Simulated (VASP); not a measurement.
## PbSe (rocksalt): gaps by functional in VASP

```cif
data_structure
_symmetry_space_group_name_H-M 'P 1'
_symmetry_Int_Tables_number 1
_cell_length_a 4.3681
_cell_length_b 4.3681
_cell_length_c 4.3681
_cell_angle_alpha 60.000
_cell_angle_beta 60.000
_cell_angle_gamma 60.000
_cell_volume 58.93
loop_
_atom_site_label
_atom_site_type_symbol
_atom_site_fract_x
_atom_site_fract_y
_atom_site_fract_z
_atom_site_occupancy
Pb1 Pb 0.00000 0.00000 0.00000 1
Se1 Se 0.50000 0.50000 0.50000 1
```

All runs share this cell. Band v is the last that the valence electrons fill when counted band by band, and c is the next. A negative gap between them is a band overlap, as in a metal.

| level | gap (eV) | least direct gap (eV) | pressure (GPa) |
| --- | --- | --- | --- |
| PBE | 0.38 | 0.38 | 0.9 |
| r²SCAN | 0.67 | 0.67 | 0.0 |
| LDA | 0.25 | 0.25 | -3.3 |
| PBEsol | 0.29 | 0.29 | -1.8 |
| PBE with spin–orbit coupling | 0.01 | 0.01 | – |
